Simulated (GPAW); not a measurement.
In in GPAW: convergence with k mesh

In:

```
CELL_PARAMETERS angstrom
-1.88253 1.88253 1.88253
1.88253 -1.88253 1.88253
1.88253 1.88253 -1.88253
ATOMIC_POSITIONS crystal
In 0.00000 0.00000 0.00000
```

This isn't the form of In at room conditions, which is tetragonal.

```yaml
Program: GPAW 26.7.0
Task: Fermi surface
Functional: BEEF-vdW
Potentials_or_basis: GPAW PAW data sets (gpaw-data 1.2.1)
Cutoff: 450 eV
Basis: pw
k_mesh: 3 × 3 × 3
Occupations: fermi-dirac, width 0.05 eV
Spin: no spin polarisation
```

These are the settings of the first run; the series varies k mesh, with any setting tied to it.

Hardware: 1 thread of AMD EPYC 9R45 96-Core Processor (Zen 5), on a shared host.

| k mesh | energy less the tightest run, at zero smearing (meV/atom) | SCF cycles | CPU time (s) | peak memory (GiB) |
| --- | --- | --- | --- | --- |
| 3 × 3 × 3 | 235.77 | 8 | 2.6 | 0.14 |
| 4 × 4 × 4 | 196.89 | 8 | 2.8 | 0.14 |
| 5 × 5 × 5 | 30.44 | 8 | 3.4 | 0.15 |
| 6 × 6 × 6 | -27.53 | 8 | 4.3 | 0.15 |
| 8 × 8 × 8 | 33.06 | 8 | 5.5 | 0.16 |
| 9 × 9 × 9 | 4.87 | 8 | 6.6 | 0.17 |
| 11 × 11 × 11 | 0.00 | 8 | 11 | 0.2 |

Not settled before the last step: the energy (to 1 meV/atom). Meshes of other sizes hit other points, so gaps and Fermi surfaces needn't settle smoothly. The tightest run that finished is the yardstick and may itself not be fully converged.
